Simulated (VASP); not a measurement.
# TaN (Fm-3m) in VASP: further runs, part 2 of 2

VASP 6.6.1. Earlier steps stand in the parts before.

**5. Relaxation of cell and atoms, AM05**

This run uses another cell than the first one, of 10.81 Å³/atom, 0.987 times its volume.

INCAR

```
SYSTEM = TaN
ALGO = Normal ; EDIFF = 1E-6
EDIFFG = -0.01 ; ENCUT = 600
GGA = AM ; IBRION = 2
ISIF = 3 ; ISMEAR = 1
LASPH = .True. ; LCHARG = .False.
LREAL = .False. ; LWAVE = .False.
NELM = 80 ; NSW = 90
PREC = Accurate ; SIGMA = 0.1
```

KPOINTS

```
k-points
0
Gamma
  14 14 14
  0 0 0
```

POSCAR

```
TaN
1.0
    0.0000000000      2.2113230000      2.2113230000
    2.2113230000      0.0000000000      2.2113230000
    2.2113230000      2.2113230000      0.0000000000
Ta N
1 1
Direct
    0.5000000000      0.5000000000      0.5000000000
    0.0000000000      0.0000000000      0.0000000000
```

Potentials or basis: VASP PAW PBE potentials, release 64 (Ta_pv, N).

Run with:

```console
$ cat potpaw_PBE.64/Ta_pv/POTCAR potpaw_PBE.64/N/POTCAR > POTCAR
$ mpirun -np 1 vasp_std > vasp.out
```

OUTCAR:

```text
SYSTEM = TaN
   EDIFF = 1E-6
   EDIFFG = -0.01
   ENCUT = 600
   GGA = AM
   IBRION = 2
   ISIF = 3
   ISMEAR = 1
   LASPH = .True.
   LREAL = .False.
   NELM = 80
   NSW = 90
   PREC = Accurate

 ion  position               nearest neighbor table
   1  0.500  0.500  0.500-   2 2.21   2 2.21   2 2.21   2 2.21   2 2.21   2 2.21
   2  0.000  0.000  0.000-   1 2.21   1 2.21   1 2.21   1 2.21   1 2.21   1 2.21

  LATTYP: Found a face centered cubic cell.
 ALAT       =     4.4226460000

  Lattice vectors:

 A1 = (   0.0000000000,   2.2113230000,   2.2113230000)
 A2 = (   2.2113230000,   0.0000000000,   2.2113230000)
 A3 = (   2.2113230000,   2.2113230000,   0.0000000000)

Analysis of symmetry for initial positions (statically):
=====================================================================
 Subroutine PRICEL returns:
 Original cell was already a primitive cell.

 Routine SETGRP: Setting up the symmetry group for a
 face centered cubic supercell.

 Subroutine GETGRP returns: Found 48 space group operations
 (whereof 48 operations were pure point group operations)
 out of a pool of 48 trial point group operations.

The static configuration has the point symmetry O_h .

Analysis of symmetry for dynamics (positions and initial velocities):
=====================================================================
 Subroutine PRICEL returns:
 Original cell was already a primitive cell.

 Routine SETGRP: Setting up the symmetry group for a
 face centered cubic supercell.

 Subroutine GETGRP returns: Found 48 space group operations
 (whereof 48 operations were pure point group operations)
 out of a pool of 48 trial point group operations.

The dynamic configuration has the point symmetry O_h .

 Subroutine INISYM returns: Found 48 space group operations
 (whereof 48 operations are pure point group operations),
 and found     1 'primitive' translations

----------------------------------------------------------------------------------------

                                     Primitive cell

  volume of cell :      21.6265

  direct lattice vectors                    reciprocal lattice vectors
     0.000000000  2.211323000  2.211323000    -0.226108985  0.226108985  0.226108985
     2.211323000  0.000000000  2.211323000     0.226108985 -0.226108985  0.226108985
     2.211323000  2.211323000  0.000000000     0.226108985  0.226108985 -0.226108985

  length of vectors
     3.127282977  3.127282977  3.127282977     0.391632251  0.391632251  0.391632251

  position of ions in fractional coordinates (direct lattice)
     0.500000000  0.500000000  0.500000000
     0.000000000  0.000000000  0.000000000

  ion indices of the primitive-cell ions
   primitive index   ion index
                 1           1
                 2           2

----------------------------------------------------------------------------------------

 KPOINTS: k-points

Automatic generation of k-mesh.
 Grid dimensions read from file:
 generate k-points for:   14   14   14

 Generating k-lattice:

  Cartesian coordinates                     Fractional coordinates (reciprocal lattice)
    -0.016150642  0.016150642  0.016150642     0.071428571  0.000000000  0.000000000
[... 46 lines left out ...]
   ions per type =               1   1
   NGX,Y,Z   is equivalent  to a cutoff of  14.88, 14.88, 14.88 a.u.
   NGXF,Y,Z  is equivalent  to a cutoff of  29.77, 29.77, 29.77 a.u.
 SYSTEM =  TaN
   PREC   = accura    normal or accurate (medium, high low for compatibility)
   ISTART =      0    job   : 0-new  1-cont  2-samecut
   ICHARG =      2    charge: 1-file 2-atom 10-const
   ISPIN  =      1    spin polarized calculation?
   LNONCOLLINEAR =      F non collinear calculations
   LSORBIT =      F    spin-orbit coupling
   LASPH  =      T    aspherical Exc in radial PAW
   ENCUT  =  600.0 eV  44.10 Ry    6.64 a.u.   6.25  6.25  6.25*2*pi/ulx,y,z
   NELM   =     80;   NELMIN=  2; NELMDL= -5     # of ELM steps
   EDIFF  = 0.1E-05   stopping-criterion for ELM
   LREAL  =      F    real-space projection
   EDIFFG = -.1E-01   stopping-criterion for IOM
   NSW    =     90    number of steps for IOM
   IBRION =      2    ionic relax: 0-MD 1-quasi-New 2-CG
   NFREE  =      1    steps in history (QN), initial steepest desc. (CG)
   ISIF   =      3    stress and relaxation
   ISYM   =      2    0-nonsym 1-usesym 2-fastsym
   POTIM  = 0.5000    time-step for ionic-motion
   TEBEG  =    0.0;   TEEND  =   0.0 temperature during run
   PSTRESS=    0.0 pullay stress
   NELECT =      16.0000    total number of electrons
   NUPDOWN=      -1.0000    fix difference up-down
   EMIN   =  10.00;   EMAX   =-10.00  energy-range for DOS
   EFERMI =   0.00;   METHOD = LEGACY
   ISMEAR =     1;   SIGMA  =   0.10  broadening in eV -4-tet -1-fermi 0-gaus
   EFERMI_NEDOS =   21; number of points for ismear=-14 and -15
   IALGO  =     38    algorithm
   IMIX   =      4    mixing-type and parameters
     AMIX     =   0.40;   BMIX     =  1.00
     AMIX_MAG =   1.60;   BMIX_MAG =  1.00
  volume/ion in A,a.u.               =      10.81        72.97
  Fermi-wavevector in a.u.,A,eV,Ry     =   1.480651  2.798024 29.828417  2.192327
  Thomas-Fermi vector in A             =   2.594659
   LORBIT       =      0    0 simple, 1 ext, 2 COOP (PROOUT), +10 PAW based schemes
   GGA     = AM    functional components
   LHFCALC =     F    Hartree Fock is set to
   AEXX    =    0.0000 exact exchange contribution
   IVDW    =     0    specifies the selected vdW correction
   LEPSILON=     F    determine dielectric tensor
   LRPA    =     F    only Hartree local field effects (RPA)
 conjugate gradient relaxation of ions
 non-spin polarized calculation
 Methfessel and Paxton  Order N= 1 SIGMA  =   0.10
  energy-cutoff  :      600.00
  volume of cell :       21.63
 maximum number of plane-waves:       740
 NGX is ok and might be reduce to    28
   NGX = 13   NGY = 13   NGZ = 13

--------------------------------------- Ionic step        1  -------------------------------------------

 number of electron      15.9999999 magnetization

 Free energy of the ion-electron system (eV)
  ---------------------------------------------------
  ext. energy  EPLUGINS =         0.00000000
  ---------------------------------------------------
  free energy    TOTEN  =       -22.72846548 eV

  energy without entropy =      -22.72857144  energy(sigma->0) =      -22.72850080

------------------------ aborting loop because EDIFF is reached ----------------------------------------

  FORCE on cell =-STRESS in cart. coord.  units (eV):
  Direction    XX          YY          ZZ          XY          YZ          ZX
  --------------------------------------------------------------------------------------
  -------------------------------------------------------------------------------------
  Total       -1.5870132     -1.5870132     -1.5870132     -0.0000000     -0.0000000      0.0000000
  in kB     -117.5721833   -117.5721833   -117.5721833     -0.0000000     -0.0000000      0.0000000
  external PRESSURE =    -117.5721833 kB  Pullay stress =       0.0000000 kB
[... 23 lines left out ...]
--------------------------------------- Ionic step        2  -------------------------------------------

 number of electron      16.0000000 magnetization

 E-fermi :  10.4866     XC(G=0): -14.1607

 val. band max:       10.4771947183   @ k =  -0.2857   0.1429   0.0000
 cond. band min:      10.5548356880   @ k =   0.2857   0.0000   0.0000
 fundamental gap:      0.0776409697
 Fermi energy:        10.4865545416

 k-point     1 :       0.0000    0.0000    0.0000
  band No.  band energies     occupation
      1     -25.0092      2.00000
      2     -25.0092      2.00000
      3     -25.0092      2.00000
      4      -9.0794      2.00000
      5       6.4635      2.00000
      6       6.4635      2.00000
      7       6.4635      2.00000
      8       8.0992      2.00000
      9       8.0992      2.00000
     10       8.0992      2.00000
     11      10.5701      0.00293
     12      10.5701      0.00293
[... 416 lines left out ...]
--------------------------------------- Ionic step        4  -------------------------------------------

 number of electron      16.0000000 magnetization

 Free energy of the ion-electron system (eV)
  ---------------------------------------------------
  ext. energy  EPLUGINS =         0.00000000
  ---------------------------------------------------
  free energy    TOTEN  =       -22.75687155 eV

  energy without entropy =      -22.75690950  energy(sigma->0) =      -22.75688420

 E-fermi :   9.5410     XC(G=0): -13.6957

 val. band max:        9.5223962913   @ k =  -0.2857   0.1429   0.0000
 cond. band min:       9.5984061151   @ k =   0.0000   0.0000   0.0000
 fundamental gap:      0.0760098238
 Fermi energy:         9.5410198469

 k-point     1 :       0.0000    0.0000    0.0000
  band No.  band energies     occupation
      1     -26.1324      2.00000
      2     -26.1324      2.00000
      3     -26.1324      2.00000
      4      -9.3491      2.00000
      5       5.7403      2.00000
      6       5.7403      2.00000
      7       5.7403      2.00000
      8       7.3942      2.00000
      9       7.3942      2.00000
     10       7.3942      2.00000
     11       9.5984      0.18412
     12       9.5984      0.18412
[... 374 lines left out ...]
  FREE ENERGIE OF THE ION-ELECTRON SYSTEM (eV)
  ---------------------------------------------------
  free  energy   TOTEN  =       -22.7568715473 eV

  energy  without entropy=      -22.7569094983  energy(sigma->0) =      -22.75688420

 reached required accuracy - stopping structural energy minimisation
```

CONTCAR:

```text
TaN
   1.00000000000000
    -0.0000000000000000    2.1855799468002348    2.1855799468002348
     2.1855799468002348    0.0000000000000000    2.1855799468002348
     2.1855799468002348    2.1855799468002348    0.0000000000000000
  Ta              N
     1     1
Direct
     0.5000000000000000    0.5000000000000000    0.5000000000000000
     0.0000000000000000    1.0000000000000000    0.0000000000000000

  0.00000000E+00  0.00000000E+00  0.00000000E+00
  0.00000000E+00  0.00000000E+00  0.00000000E+00
```

Wall time 1.9 min (1 thread of Intel Xeon Platinum 8488C (Sapphire Rapids), shared host); peak memory 0.19 GiB.

Results:

```yaml
Free_energy: -22.7569 eV
Relaxed_volume: 10.44 Å³/atom
Relaxed_cell: a = 3.091 Å, b = 3.091 Å, c = 3.091 Å, α = 60.00°, β = 60.00°, γ = 60.00°
Space_group_after_relaxing_to_0.05_Å: Fm-3m (No. 225)
Energy_gained_by_relaxing: 14.2 meV/atom
Ionic_steps: 4
Pressure_after_relaxing: -0.1 GPa
Band_gap_on_the_k_mesh: none (metal or under the smearing width)
```

The path:
| step | energy change (eV) | largest force (eV/Å) | pressure (GPa) | volume (Å³) |
| --- | --- | --- | --- | --- |
| 1 | 0.0000 | 0.0000 | -11.76 | 21.63 |
| 2 | 0.1398 | 0.0000 | 35.42 | 19.24 |
| 3 | -0.0284 | 0.0000 | -0.35 | 20.90 |
| 4 | -0.0284 | 0.0000 | -0.07 | 20.88 |

Final structure:
```xyz
2
Lattice="0.0000 2.1856 2.1856 2.1856 0.0000 2.1856 2.1856 2.1856 0.0000" Properties=species:S:1:pos:R:3 pbc="T T T"
Ta    2.1856    2.1856    2.1856
N     2.1856    0.0000    2.1856
```

Caveat: the PAW data sets were made with another functional, which shifts forces and pressure a little. Spin-orbit coupling is left out, which matters for the levels of Ta.

**6. Relaxation of cell and atoms, AM05**

This run uses another cell than the first one, of 10.44 Å³/atom, 0.953 times its volume.

Changes to INCAR since step 5:

```diff
@@ -1,4 +1,4 @@
 SYSTEM = TaN
-ALGO = Normal ; EDIFF = 1E-6
-EDIFFG = -0.01 ; ENCUT = 600
+ALGO = Normal ; EDIFF = 1E-7
+EDIFFG = -0.005 ; ENCUT = 600
 GGA = AM ; IBRION = 2
```

KPOINTS is that of step 5.

POSCAR

```
TaN                                     
1.0
   -0.0000000000      2.1855799468      2.1855799468
    2.1855799468      0.0000000000      2.1855799468
    2.1855799468      2.1855799468      0.0000000000
  Ta              N             
     1     1
Direct
     0.5000000000000000    0.5000000000000000    0.5000000000000000
     0.0000000000000000    1.0000000000000000    0.0000000000000000
```

Potentials or basis: VASP PAW PBE potentials, release 64 (Ta_pv, N).

Run with:

```console
$ cat potpaw_PBE.64/Ta_pv/POTCAR potpaw_PBE.64/N/POTCAR > POTCAR
$ mpirun -np 1 vasp_std > vasp.out
```

Run time: 44 s. Hardware: 1 thread of Intel Xeon Platinum 8488C (Sapphire Rapids), shared host; peak memory 0.19 GiB.

It converged, with:

```yaml
Free_energy: -22.7556 eV
Pressure_after_relaxing: 0.0 GPa
Band_gap_on_the_k_mesh: none (metal or under the smearing width)
```

Final structure:
```
Ta N
1.0
     0.00000    2.18558    2.18558
     2.18558    0.00000    2.18558
     2.18558    2.18558    0.00000
Ta N
1 1
Direct
  0.50000 0.50000 0.50000
  0.00000 0.00000 0.00000
```

Levels at points of the mesh, in eV from the Fermi level:
| k point | band 4 | band 5 | band 6 | band 7 | band 8 | band 9 | band 10 | band 11 | band 12 |
| --- | --- | --- | --- | --- | --- | --- | --- | --- | --- |
| (0.00, 0.00, 0.00) | -18.89 | -3.80 | -3.80 | -3.80 | -2.15 | -2.15 | -2.15 | 0.06 | 0.06 |
| (0.50, 0.00, 0.00) | -15.69 | -10.53 | -7.68 | -7.68 | 2.00 | 2.00 | 2.10 | 3.85 | 7.78 |
| (0.50, 0.50, 0.00) | -17.59 | -6.65 | -5.61 | -4.62 | -4.62 | 2.18 | 3.70 | 3.70 | 4.81 |

Caveat: the relaxation stopped at its first step, so nothing moved; the PAW data sets were made with another functional, which shifts forces and pressure a little. Spin-orbit coupling is left out, which matters for the levels of Ta.

**7. Overview**

| level | gap on the mesh (eV) | pressure (GPa) |
| --- | --- | --- |
| RPBE | none | 0.0 |
| r2SCAN | none | 0.0 |
| AM05 | none | 0.0 |

Alike in all rows: task relaxation of cell and atoms; potentials or basis VASP PAW PBE potentials, release 64 (Ta_pv, N); no spin polarisation; cell relaxed; k mesh 14 × 14 × 14; cutoff (eV) 600; smearing methfessel-paxton 0.1 eV.

Caveats: the relaxation stopped at its first step, so nothing moved; the PAW data sets were made with another functional, which shifts forces and pressure a little.

Total energies depend on the potentials used, so only differences within one code and one set of settings carry meaning.
